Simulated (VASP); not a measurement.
Given:

```
CELL_PARAMETERS angstrom
      0.00000     2.52613     2.52613
      2.52613     0.00000     2.52613
      2.52613     2.52613     0.00000
ATOMIC_POSITIONS crystal
  In 0.00000 0.00000 0.00000
  N  0.75000 0.75000 0.75000
```

These are PBE GGA, VASP's PBE PAW potentials (set 64) (plane waves; VASP) values and carry that method's errors. Numerical set-up: PREC = Normal, EDIFF = 1E-5, 450 eV cut-off, 10×10×10 Γ-centred mesh, Gaussian smearing of 0.050 eV, potentials In_d N.

Unless said otherwise, spin-orbit coupling is left out, though it shifts the bands of the heavy elements here.

Task: Estimate the energy per atom (σ→0), band gap (on the k-mesh) with the smallest direct gap where there is one.

Result: 
* **band gap (on the k-mesh)**: none (metal, semimetal or under 0.01 eV)
* **energy per atom (σ→0)**: -5345 meV/atom

Only differences to runs with the same potentials and settings are physical.

The compound is InN in the zinc blende structure, a metastable form; wurtzite is the usual one. It was relaxed first.
